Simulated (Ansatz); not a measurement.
The system is Fe3Ge.

```xyz
4
Lattice="3.6605 0.0000 0.0000 0.0000 3.6605 0.0000 0.0000 0.0000 3.6605" Properties=species:S:1:pos:R:3 pbc="T T T"
Ge    0.0000    0.0000    0.0000
Fe    1.8303    0.0000    1.8303
Fe    1.8303    1.8303    0.0000
Fe    0.0000    1.8303    1.8303
```

The cell comes from a database or a generator and needn't be the stable form of this composition.

Alike in all runs: program Ansatz 0.2.0; functional PBEsol; potentials or basis Ansatz PAW; cutoff 420 eV (not typed: the program's choice for these potentials); k mesh 6 × 6 × 6; occupations fermi-dirac, width 0.05 eV.

Starts and where they ended:

```csv
start,free energy over the lowest (meV/atom),net moment (μB),site or absolute moments (μB),gap
"collinear spin, ferromagnetic start of up to 2.27 μB; fixed moment 6.8",0.0,6.80,Ge -0.11; Fe +2.32,-
"collinear spin, ferromagnetic start of up to 3.73 μB; fixed moment 11.2",974.4,11.20,Ge +0.35; Fe +3.39,-
"collinear spin, ferromagnetic start of up to 3 μB; fixed moment 9",219.7,9.00,Ge +0.05; Fe +2.92,-
"collinear spin, ferromagnetic start of up to 1.5 μB; fixed moment 4.5",86.1,4.50,Ge -0.09; Fe +1.54,-
"collinear spin, ferromagnetic start of up to 0.73 μB; fixed moment 2.2",243.6,2.20,Ge -0.06; Fe +0.77,-
"collinear spin, ferromagnetic start of up to 6 μB; fixed moment 18",7010.1,18.00,Ge +1.04; Fe +4.75,-
"collinear spin, ferromagnetic start of up to 4.5 μB; fixed moment 13.5",2471.6,13.50,Ge +0.57; Fe +3.87,-
"collinear spin, program default start; fixed moment 0",318.1,0.00,-,-
```

All polarised runs hold their moment fixed, so the table maps the energy against it. A still lower state may exist.

Caveats: the total moment is fixed, so each spin has its own Fermi level.
